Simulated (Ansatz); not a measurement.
The system is P.

```
P
1.0
     1.64774   -5.46504    0.00000
     1.64774    5.46504    0.00000
     0.00000    0.00000    4.54364
P
4
Direct
  0.90414 0.09586 0.58882
  0.09586 0.90414 0.41118
  0.59586 0.40414 0.08882
  0.40414 0.59586 0.91118
```

Base run:

- Program: Ansatz 0.2.0
- Functional: HSE06 form with a typed share of exact exchange
- Potentials or basis: Ansatz PAW
- Cutoff: 420 eV (not typed: the program's choice for these potentials)
- k mesh: 5 × 5 × 4
- Occupations: fermi-dirac, width 0.05 eV
- Spin: no spin polarisation

Its results: band gap on the k mesh 0.78 eV, direct; pressure 0.8 GPa; largest force 0.183 eV/Å.

Problem. The run is repeated on the same cell with these changes: share of exact exchange from 0.15 to 0.1. What comes out?

Solution. Band gap on the k mesh 0.66 eV, direct; pressure 1.2 GPa; largest force 0.226 eV/Å.

Caveats: odd divisions of the mesh miss points on the zone boundary, where band edges often lie, so the gap on the mesh can be too wide; the PAW data sets come from PBE, with cores solved anew for the run's functional, which leaves a small shift of forces and pressure; the thresholds are loose for stress.

A k mesh can miss the band edges.
